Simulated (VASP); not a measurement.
# As2Pt (Sperrylite): relaxation of the atoms with PBEsol

Crystal: As2Pt (Sperrylite).

```
CELL_PARAMETERS angstrom
5.86076 0.00000 0.00000
0.00000 5.86076 0.00000
0.00000 0.00000 5.86076
ATOMIC_POSITIONS crystal
As 0.38289 0.38289 0.38289
As 0.11711 0.61711 0.88289
As 0.88289 0.11711 0.61711
As 0.61711 0.88289 0.11711
As 0.61711 0.61711 0.61711
As 0.88289 0.38289 0.11711
As 0.11711 0.88289 0.38289
As 0.38289 0.11711 0.88289
Pt 0.00000 0.00000 0.00000
Pt 0.50000 0.00000 0.50000
Pt 0.50000 0.50000 0.00000
Pt 0.00000 0.50000 0.50000
```

The cell isn't the ideal one: a relaxed cell with its volume scaled by 0.94.

```json
{
  "Program": "VASP 6.6.1",
  "Task": "relaxation of the atoms",
  "Functional": "PBEsol",
  "Potentials or basis": "VASP PAW PBE potentials, release 64 (As, Pt)",
  "Cutoff": "600 eV",
  "k mesh": "6 × 6 × 6",
  "Occupations": "gaussian, width 0.03 eV",
  "Spin": "no spin polarisation",
  "Further INCAR settings": "ALGO = Normal; EDIFF = 1e-07; IBRION = 2; EDIFFG = -0.01; NSW = 40"
}
```

```json
{"Energy gained by relaxing": "0.1 meV/atom", "Ionic steps": "2", "Pressure after relaxing": "11.4 GPa", "Largest force after relaxing": "0.010 eV/Å", "Band gap on the k mesh": "0.55 eV, indirect (least direct gap 1.26 eV)"}
```

Forces in eV/Å, atoms in the order of the input:
```
As   0.006  0.006  0.006
As  -0.006 -0.006  0.006
As   0.006 -0.006 -0.006
As  -0.006  0.006 -0.006
As  -0.006 -0.006 -0.006
As   0.006  0.006 -0.006
As  -0.006  0.006  0.006
As   0.006 -0.006  0.006
Pt   0.000  0.000  0.000
Pt   0.000  0.000  0.000
Pt   0.000  0.000  0.000
Pt   0.000  0.000  0.000
```

The path:
```tsv
step	energy change (eV)	largest force (eV/Å)	pressure (GPa)
1	0.0000	0.0859	11.39
2	-0.0012	0.0099	11.36
```

Final structure:
```yaml
crystal:
  lattice:
    - [5.86076, 0.00000, 0.00000]
    - [0.00000, 5.86076, 0.00000]
    - [0.00000, 0.00000, 5.86076]
  atoms:
    - { symbol: As, position: [0.38249, 0.38249, 0.38249] }
    - { symbol: As, position: [0.11751, 0.61752, 0.88249] }
    - { symbol: As, position: [0.88249, 0.11751, 0.61752] }
    - { symbol: As, position: [0.61752, 0.88249, 0.11751] }
    - { symbol: As, position: [0.61752, 0.61752, 0.61752] }
    - { symbol: As, position: [0.88249, 0.38249, 0.11751] }
    - { symbol: As, position: [0.11751, 0.88249, 0.38249] }
    - { symbol: As, position: [0.38249, 0.11751, 0.88249] }
    - { symbol: Pt, position: [0.00000, 0.00000, 0.00000] }
    - { symbol: Pt, position: [0.50000, 0.00000, 0.50000] }
    - { symbol: Pt, position: [0.50000, 0.50000, 0.00000] }
    - { symbol: Pt, position: [0.00000, 0.50000, 0.50000] }
```

Levels at points of the mesh, in eV from the valence-band top:
| k point | band 38 | band 39 | band 40 | band 41 | band 42 | band 43 |
| --- | --- | --- | --- | --- | --- | --- |
| (0.00, 0.00, 0.00) | -1.05 | -1.05 | -1.05 | 0.81 | 0.81 | 0.81 |
| (0.50, 0.00, 0.00) | -1.33 | -0.86 | -0.86 | 1.54 | 1.54 | 1.80 |
| (0.50, 0.50, 0.00) | -0.65 | -0.65 | -0.65 | 2.18 | 2.18 | 2.18 |
| (0.50, 0.50, 0.50) | -0.84 | -0.84 | -0.84 | 0.55 | 0.55 | 0.55 |

Wall time 67 s on 4 MPI ranks on Intel(R) Xeon(R) 6975P-C (Granite Rapids), on a shared host, peak memory 0.47 GiB a rank.

Caveat: the PAW data sets were made with another functional, which shifts forces and pressure a little; spin-orbit coupling is left out, which moves the levels of the heavy elements. A k mesh can miss the band edges.
